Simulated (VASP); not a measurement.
Input of a VASP 6.6.1 run:

File INCAR:

```
SYSTEM = Cu
PREC     = Accurate       ! precision mode
ENCUT    = 600            ! plane-wave cutoff, eV
EDIFF    = 1E-6           ! SCF threshold, eV
ISMEAR   = 1              ! smearing method
SIGMA    = 0.2            ! smearing width, eV
LREAL    = .False.        ! projectors in reciprocal space
LASPH    = .True.         ! aspherical terms in the spheres
NELM     = 100            ! most SCF steps
ALGO     = Fast           ! electronic algorithm
ISIF     = 3              ! what is computed and relaxed
LWAVE    = .False.        ! write WAVECAR
LCHARG   = .False.        ! write CHGCAR
GGA      = PE             ! functional
IBRION   = 2              ! ionic algorithm
NSW      = 40             ! ionic steps
EDIFFG   = -0.005         ! ionic threshold
KPAR     = 8
```

The input KPOINTS:

```
Automatic mesh
0
Gamma
  32 32 32
  0 0 0
```

The input POSCAR:

```
Cu
1.0
    0.0000000000      1.8150000000      1.8150000000
    1.8150000000      0.0000000000      1.8150000000
    1.8150000000      1.8150000000      0.0000000000
Cu
1
Direct
    0.0000000000      0.0000000000      0.0000000000
```

Potentials or basis: VASP PAW PBE potentials, release 64 (Cu).

The run is started by

```sh
$ cat potpaw_PBE.64/Cu/POTCAR > POTCAR
$ mpirun -np 8 vasp_std > vasp.out
```

**Question.** Estimate the band gap on the k mesh.

**Answer.** None (metal or under the smearing width).

**Question.** Estimate the space group after relaxing (to 0.05 Å).

**Answer.** Fm-3m (No. 225).

**Question.** Estimate the relaxed volume.

**Answer.** 12.01 Å³/atom.

Final structure:
```xyz
1
Lattice="0.0000 1.8175 1.8175 1.8175 0.0000 1.8175 1.8175 1.8175 0.0000" Properties=species:S:1:pos:R:3 pbc="T T T"
Cu    0.0000    1.8175    1.8175
```
